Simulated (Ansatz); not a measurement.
**AlCu3: enthalpy against pressure**

AlCu3, Fm-3m, a = 5.767 Å. The structure is a Materials Project entry; whether it is the stable form wasn't checked. Ansatz: PBEsol, PAW, 420 eV, Γ-centred 12×12×12 mesh on 4 atoms, Gaussian smearing 0.10 eV; no spin polarisation. Cell and atoms are relaxed at each pressure, and no other structure is tried, so the rows at high pressure may lie past a change of phase. y is the enthalpy over the state at zero pressure; there V0 = 11.987 Å³/atom. The pressures are the targets, met within 0.04 GPa.

| P (GPa) | y (eV/atom) |
| --- | --- |
| -2.0 | -0.1506 |
| 0.0 | 0.0000 |
| 2.0 | 0.1487 |
| 5.0 | 0.3683 |
| 10.0 | 0.7262 |
| 20.0 | ? |
| 40.0 | 2.7173 |

Task: Fit y = c1 P + c2 P² + c3 P³ to the other rows, say what c1 and c2 mean, and predict the missing value.

Result: Least squares on the rows shown. y = 0.074804 P − 0.00023420 P² + 1.5603×10⁻⁶ P³. Since dH/dP = V, c1 is V0: 0.074804 eV/GPa × 160.2 = 11.984 Å³ against 11.987; c2 = −V0/(2B0) gives B0 = 160 GPa, where a Birch–Murnaghan fit to the volumes of the same runs (not shown) gives 152 GPa: a cubic over this range folds the higher terms into c2. At P = 20.0 the fit asked for gives 1.4149 eV/atom. The run gave 1.4161 eV/atom, so the fit is 0.0012 eV/atom too low, 0.042 % of the span of the series, against an rms of 0.00003 eV/atom on the fitted rows. With a term in P⁴ added, a fit to the same known rows predicts 1.4162 eV/atom, so most of the miss is curvature that the known rows already hold.

The mesh isn't the same in all rows (12×12×12, 14×14×14).